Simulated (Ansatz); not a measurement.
TaN: random displacements

Computed with DFT PBE, scalar-relativistic, plane waves, PAW in Ansatz 0.2.0. Cutoff 420 eV, Γ-centred 12×12×10 k-points, Fermi–Dirac smearing of 0.02 eV. Spin–orbit coupling is left out, which can shift energies with elements as heavy as these. No spin polarisation. Energies are free energies at this smearing, counted from the undisturbed cell; pressure is positive in compression.

Reference structure (as given, not relaxed at this level; this form isn't the usual structure):

```yaml
crystal:
  lattice:
    - [1.46900, 2.54438, 2.88300]
    - [-1.46900, -2.54438, 2.88300]
    - [4.40700, -2.54438, 0.00000]
  atoms:
    - { symbol: Ta, position: [0.75000, 0.75000, 0.33333] }
    - { symbol: Ta, position: [0.50000, 0.00000, 0.83333] }
    - { symbol: Ta, position: [0.00000, 0.50000, 0.83333] }
    - { symbol: Ta, position: [0.25000, 0.25000, 0.33333] }
    - { symbol: N, position: [0.50000, 0.50000, 0.00000] }
    - { symbol: N, position: [0.25000, 0.75000, 0.50000] }
    - { symbol: N, position: [0.75000, 0.25000, 0.50000] }
    - { symbol: N, position: [0.00000, 0.00000, 0.00000] }
```

The atoms are displaced (Å, in the unstrained cell):

| atom | ux | uy | uz |
| --- | --- | --- | --- |
| Ta1 | -0.064 | 0.076 | 0.070 |
| Ta2 | 0.235 | -0.023 | 0.128 |
| Ta3 | 0.012 | 0.066 | -0.190 |
| Ta4 | 0.275 | 0.114 | -0.019 |
| N5 | -0.003 | -0.065 | -0.007 |
| N6 | -0.027 | -0.208 | 0.084 |
| N7 | -0.320 | 0.091 | 0.038 |
| N8 | -0.108 | -0.051 | -0.104 |

Strain (Voigt, engineering shear): (0.0304, 0.0420, 0.0811, 0.1519, -0.1227, 0.0841).

Task: What are the energy change, the stress and the forces?

Result: ΔE = 723.1 meV/atom; stress (xx, yy, zz, yz, xz, xy; compression positive) (-7.62, -7.93, -24.43, -6.87, 9.30, -12.06) GPa.
```csv
atom,Fx (eV/Å),Fy,Fz
Ta1,1.90,-0.26,-0.35
Ta2,-2.83,-0.79,-3.63
Ta3,-0.44,-0.64,2.58
Ta4,-3.14,-1.52,0.41
N5,-0.86,1.03,-0.01
N6,0.79,1.51,-0.59
N7,2.17,-0.46,0.69
N8,2.41,1.13,0.90
```

Cost: 1 run of about 1.3 core-minutes, on AMD EPYC 9R45 (Zen 5) (shared hosts).